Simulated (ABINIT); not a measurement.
# Zn (Fm-3m) in ABINIT: convergence with cutoff

Aim: find how far cutoff must go before the results for Zn settle, at PBEsol. This setting moves, with any that are tied to it; all else stays.

Everything below comes from runs of ABINIT 10.8.3 (patched build). Logs are shortened: lines on timing, memory, paths and dates and some standing lists are left out, and cuts for length are marked. The log counts tension as positive stress, the text compression.

## Step 1: The structure

Symmetry: Fm-3m, No. 225, cubic system. The conventional cell has a = 3.930 Å, b = 3.930 Å, c = 3.930 Å, α = 90.00°, β = 90.00°, γ = 90.00°. Around Zn (site symmetry m-3m) lie 12 Zn at 2.78 Å.

This isn't the form of Zn at room conditions, which is hcp.

## Step 2: With cutoff 9 Ha

Contents of run.abi:

```
pp_dirpath "./"
pseudos "Zn.GGA_PBE-JTH.xml"

acell 2.7786128662 2.7786128662 2.7786128662 Angstrom
rprim
     0.0000000000     0.7071067812     0.7071067812
     0.7071067812     0.0000000000     0.7071067812
     0.7071067812     0.7071067812     0.0000000000
ntypat 1
znucl 30
natom 1
typat 1
xred
     0.0000000000     0.0000000000     0.0000000000

ecut 9.0
pawecutdg 57.2
pawxcdev 0

kptopt 1
ngkpt 12 12 12
nshiftk 1
shiftk 0.0 0.0 0.0

ixc -116133

nband 10
occopt 6
tsmear 0.00183747

nstep 100
tolvrs 1.0e-9

iomode 3
prtwf 0
prtden 0
prteig 0
prtebands 0
enunit 1
```

Potentials or basis: JTH PAW PBE v2.0.

Started as:

```sh
> abinit run.abi > log 2>&1
```

Wall time 7.9 s (1 thread of Arm Neoverse N1, shared host); peak memory 0.08 GiB.

The run converged, but runs of this kind are known to go wrong with this program or these potentials, so none of its numbers is taken as a property of the crystal.

Caveat: the pressure is absurd: the run is broken; the cutoff is too short for stress, so the log's stress isn't used; the PAW data sets were made with another functional, which shifts forces and pressure a little.

## Step 3: With cutoff 11 Ha

run.abi: that of step 2 with these lines changed.

```diff
@@ -15,3 +15,3 @@
 
-ecut 9.0
+ecut 11.0
 pawecutdg 57.2
```

Potentials or basis: JTH PAW PBE v2.0.

Started as:

```sh
> abinit run.abi > log 2>&1
```

Wall time 9.6 s (1 thread of Arm Neoverse N1, shared host); peak memory 0.08 GiB.

It converged, with:

```
Free energy                                           : -1749.0470 eV
Band gap on the k mesh                                : none (metal or under the smearing width)
Valence electrons inside the program's atomic spheres : Zn 10.73 (radii [1.2212] Å)
```

## Step 4: With cutoff 13 Ha

run.abi: that of step 3 with these lines changed.

```diff
@@ -15,3 +15,3 @@
 
-ecut 11.0
+ecut 13.0
 pawecutdg 57.2
```

Started as:

```sh
> abinit run.abi > log 2>&1
```

Wall time 21 s (1 thread of Arm Neoverse N1, shared host); peak memory 0.08 GiB.

It converged, with:

* Free energy: -1749.6005 eV
* Band gap on the k mesh: none (metal or under the smearing width)
* Valence electrons inside the program's atomic spheres: Zn 10.73 (radii [1.2212] Å)

## Step 5: With cutoff 15.5 Ha

run.abi: that of step 4 with these lines changed.

```diff
@@ -15,3 +15,3 @@
 
-ecut 13.0
+ecut 15.5
 pawecutdg 57.2
```

Started as:

```sh
> abinit run.abi > log 2>&1
```

Wall time 24 s (1 thread of Arm Neoverse N1, shared host); peak memory 0.09 GiB.

The run converged. Its results:

| Quantity | Value |
| --- | --- |
| Free energy | -1749.6264 eV |
| Band gap on the k mesh | none (metal or under the smearing width) |
| Valence electrons inside the program's atomic spheres | Zn 10.73 (radii [1.2212] Å) |

## Step 6: With cutoff 18.5 Ha

run.abi: that of step 5 with these lines changed.

```diff
@@ -15,3 +15,3 @@
 
-ecut 15.5
+ecut 18.5
 pawecutdg 57.2
```

Potentials or basis: JTH PAW PBE v2.0.

Started as:

```sh
> abinit run.abi > log 2>&1
```

Run time: 34 s. Hardware: 1 thread of Arm Neoverse N1, shared host; peak memory 0.09 GiB.

The run converged. Its results:

- Free energy: -1749.6523 eV
- Band gap on the k mesh: none (metal or under the smearing width)
- Valence electrons inside the program's atomic spheres: Zn 10.73 (radii [1.2212] Å)

## Step 7: With cutoff 22 Ha

run.abi: that of step 6 with these lines changed.

```diff
@@ -15,3 +15,3 @@
 
-ecut 18.5
+ecut 22.0
 pawecutdg 57.2
```

Started as:

```sh
> abinit run.abi > log 2>&1
```

Wall time 25 s (1 thread of Arm Neoverse N1, shared host); peak memory 0.09 GiB.

The run converged. Its results:

- Free energy: -1749.6727 eV
- Pressure: -5.7 GPa
- Band gap on the k mesh: none (metal or under the smearing width)
- Valence electrons inside the program's atomic spheres: Zn 10.73 (radii [1.2212] Å)

## Step 8: With cutoff 25.5 Ha

run.abi: that of step 7 with these lines changed.

```diff
@@ -15,3 +15,3 @@
 
-ecut 22.0
+ecut 25.5
 pawecutdg 57.2
```

Started as:

```sh
> abinit run.abi > log 2>&1
```

Run time: 40 s. Hardware: 1 thread of Arm Neoverse N1, shared host; peak memory 0.1 GiB.

It converged, with:

- Free energy: -1749.6750 eV
- Pressure: -5.4 GPa
- Band gap on the k mesh: none (metal or under the smearing width)
- Valence electrons inside the program's atomic spheres: Zn 10.73 (radii [1.2212] Å)

## Step 9: With cutoff 29.5 Ha

run.abi: that of step 8 with these lines changed.

```diff
@@ -15,3 +15,3 @@
 
-ecut 25.5
+ecut 29.5
 pawecutdg 57.2
```

Potentials or basis: JTH PAW PBE v2.0.

Started as:

```sh
> abinit run.abi > log 2>&1
```

Run time: 44 s. Hardware: 1 thread of Arm Neoverse N1, shared host; peak memory 0.1 GiB.

Results (log left out):

```yaml
Free_energy: -1749.6764 eV
Pressure: -5.5 GPa
Band_gap_on_the_k_mesh: none (metal or under the smearing width)
Valence_electrons_inside_the_program's_atomic_spheres: Zn 10.73 (radii [1.2212] Å)
```

## Step 10: With cutoff 35 Ha

run.abi: that of step 9 with these lines changed.

```diff
@@ -15,3 +15,3 @@
 
-ecut 29.5
+ecut 35.0
 pawecutdg 57.2
```

Potentials or basis: JTH PAW PBE v2.0.

Started as:

```sh
> abinit run.abi > log 2>&1
```

run.abo:

```text
.Version 10.8.3 of ABINIT
 Symmetries : space group Fm -3 m (#225); Bravais cF (face-center cubic)
================================================================================
 Values of the parameters that define the memory need of the present run
     intxc =       0    ionmov =       0      iscf =      17    lmnmax =      18
     lnmax =       6     mgfft =      30  mpssoang =       3    mqgrid =    3001
     natom =       1  nloc_mem =       2    nspden =       1   nspinor =       1
    nsppol =       1      nsym =      48    n1xccc =       1    ntypat =       1
    occopt =       6   xclevel =       2
       mpw =        1036          nfft =       27000          nkpt =          72
 PAW method is used; the additional fine FFT grid is defined by:
   mgfftf=        36    nfftf =     46656
================================================================================
================================================================================

--------------------------------------------------------------------------------
------------- Echo of variables that govern the present computation ------------
--------------------------------------------------------------------------------
 -outvars: echo values of preprocessed input variables --------
            acell      5.2508173270E+00  5.2508173270E+00  5.2508173270E+00 Bohr
              amu      6.53900000E+01
             ecut      3.50000000E+01 Hartree
           enunit           1
                       outvar_i_n : Printing only first  50 k-points.
              ixc     -116133
                       outvar_i_n : Printing only first  50 k-points.
         kptrlatt       12    0    0      0   12    0      0    0   12
          kptrlen      6.30098079E+01
            natom           1
            nband          10
            ngfft          30      30      30
          ngfftdg          36      36      36
             nkpt          72
            nstep         100
             nsym          48
           ntypat           1
                       prtocc : prtvol=0, do not print more k-points.
           occopt           6
        pawecutdg      5.72000000E+01 Hartree
         pawxcdev           0
           prtden           0
        prtebands           0
           prteig           0
            prtwf           0
            rprim      0.0000000000E+00  7.0710678120E-01  7.0710678120E-01
                       7.0710678120E-01  0.0000000000E+00  7.0710678120E-01
                       7.0710678120E-01  7.0710678120E-01  0.0000000000E+00
          spgroup         225
           tolvrs      1.00000000E-09
           tsmear      1.83747000E-03 Hartree
            typat      1
           useylm           1
                       outvars : Printing only first  50 k-points.
            znucl       30.00000

================================================================================

 chkinp: Checking input parameters for consistency.

================================================================================
== DATASET  1 ==================================================================

--- !DatasetInfo
iteration_state: {dtset: 1, }
[... 107 lines left out ...]
- [ -0.00000000E+00,  -0.00000000E+00,  -0.00000000E+00, ]
force_length_stats: {min:   0.00000000E+00, max:   0.00000000E+00, mean:   0.00000000E+00, }
...

 Integrated electronic density in atomic spheres:
 ------------------------------------------------
 Atom  Sphere_radius  Integrated_density
    1        2.30770         10.73206717

================================================================================

 ----iterations are completed or convergence reached----

 Mean square residual over all n,k,spin=   21.510E-10; max=  13.095E-07
 reduced coordinates (array xred) for    1 atoms
       0.000000000000      0.000000000000      0.000000000000
 rms dE/dt=  0.0000E+00; max dE/dt=  0.0000E+00; dE/dt below (all hartree)
    1       0.000000000000      0.000000000000      0.000000000000

 cartesian coordinates (angstrom) at end:
    1      0.00000000000000     0.00000000000000     0.00000000000000

 cartesian forces (hartree/bohr) at end:
    1     -0.00000000000000    -0.00000000000000    -0.00000000000000
 frms,max,avg= 0.0000000E+00 0.0000000E+00   0.000E+00  0.000E+00  0.000E+00 h/b

 cartesian forces (eV/Angstrom) at end:
    1     -0.00000000000000    -0.00000000000000    -0.00000000000000
 frms,max,avg= 0.0000000E+00 0.0000000E+00   0.000E+00  0.000E+00  0.000E+00 e/A
 length scales=  5.250817327042  5.250817327042  5.250817327042 bohr
              =  2.778612866200  2.778612866200  2.778612866200 angstroms
 Fermi (or HOMO) energy (eV) =  10.27714   Average Vxc (eV)= -10.71703
 Eigenvalues (   eV  ) for nkpt=  72  k points:
 kpt#   1, nband= 10, wtk=  0.00058, kpt=  0.0000  0.0000  0.0000 (reduced coord)
  -0.07413    2.75672    2.75672    2.75672    3.14111    3.14111   28.46668   28.46668
  28.46668   28.90563
 prteigrs : prtvol=0 or 1, do not print more k-points.

--- !EnergyTerms
iteration_state     : {dtset: 1, }
comment             : Components of total free energy in Hartree
kinetic             :  6.53588635898558E+00
hartree             :  1.38271933421484E+01
xc                  : -1.75636952639968E+00
Ewald energy        : -4.44546161145270E+01
psp_core            :  9.66593785453539E-01
local_psp           : -5.55586908641796E+01
PAW spherical_terms :  1.61405126932374E+01
internal            : -6.42994903252814E+01
'-kT*entropy'       : -1.00104926808595E-05
total_energy        : -6.42995003357741E+01
total_energy_eV     : -1.74967853906033E+03
...

--- !EnergyTermsDC
iteration_state     : {dtset: 1, }
comment             : '"Double-counting" decomposition of free energy'
band_energy         :  1.52007456303464E+00
Ewald energy        : -4.44546161145270E+01
psp_core            :  9.66593785453539E-01
xc_dc               : -1.34345733421609E+01
PAW spherical_terms : -8.89696826542091E+00
internal            : -6.42994893736207E+01
'-kT*entropy'       : -1.00104926808595E-05
total_energy_dc     : -6.42994993841134E+01
total_energy_dc_eV  : -1.74967851316433E+03
...

--- !EnergyTermsWithPAWCore
iteration_state     : {dtset: 1, }
comment             : 'Components of total free energy, including PAW core contributions'
Total energy        : -1.79465858856954E+03
Total energy DC     : -1.79465858761788E+03
Total energy (eV)   : -4.88351480332329E+04
Total energy DC (eV): -4.88351480073369E+04
...

 Cartesian components of stress tensor (hartree/bohr^3)
  sigma(1 1)=  1.82775940E-04  sigma(3 2)=  0.00000000E+00
  sigma(2 2)=  1.82775940E-04  sigma(3 1)=  0.00000000E+00
  sigma(3 3)=  1.82775940E-04  sigma(2 1)=  0.00000000E+00

-Cartesian components of stress tensor (GPa)         [Pressure= -5.3775E+00 GPa]
- sigma(1 1)=  5.37745381E+00  sigma(3 2)=  0.00000000E+00
- sigma(2 2)=  5.37745381E+00  sigma(3 1)=  0.00000000E+00
- sigma(3 3)=  5.37745381E+00  sigma(2 1)=  0.00000000E+00

== END DATASET(S) ==============================================================
================================================================================

 -outvars: echo values of variables after computation  --------
            acell      5.2508173270E+00  5.2508173270E+00  5.2508173270E+00 Bohr
           etotal     -6.4299499384E+01
            fcart     -0.0000000000E+00 -0.0000000000E+00 -0.0000000000E+00
            rprim      0.0000000000E+00  7.0710678120E-01  7.0710678120E-01
                       7.0710678120E-01  0.0000000000E+00  7.0710678120E-01
                       7.0710678120E-01  7.0710678120E-01  0.0000000000E+00
           strten      1.8277593989E-04  1.8277593989E-04  1.8277593989E-04
                       0.0000000000E+00  0.0000000000E+00  0.0000000000E+00
 Calculation completed.
```

Run time: 96 s. Hardware: 1 thread of Arm Neoverse N1, shared host; peak memory 0.11 GiB.

Results:

```yaml
Free_energy: -1749.6785 eV
Pressure: -5.4 GPa
Band_gap_on_the_k_mesh: none (metal or under the smearing width)
Valence_electrons_inside_the_program's_atomic_spheres: Zn 10.73 (radii [1.2212] Å)
```

## Step 11: Result

| cutoff | energy less the tightest run (meV/atom) | SCF cycles | CPU time (s) | peak memory (GiB) |
| --- | --- | --- | --- | --- |
| 9 Ha | 5930.76 | 10 | 7.9 | 0.08 |
| 11 Ha | 631.56 | 12 | 9.6 | 0.08 |
| 13 Ha | 78.00 | 22 | 21 | 0.08 |
| 15.5 Ha | 52.14 | 24 | 24 | 0.09 |
| 18.5 Ha | 26.22 | 23 | 34 | 0.09 |
| 22 Ha | 5.83 | 14 | 25 | 0.09 |
| 25.5 Ha | 3.55 | 23 | 40 | 0.1 |
| 29.5 Ha | 2.16 | 18 | 44 | 0.1 |
| 35 Ha | 0.00 | 33 | 96 | 0.11 |

Not settled before the last step: the energy (to 1 meV/atom). The tightest run that finished is the yardstick and may itself not be fully converged.

Caveats: the PAW data sets were made with another functional, which shifts forces and pressure a little.
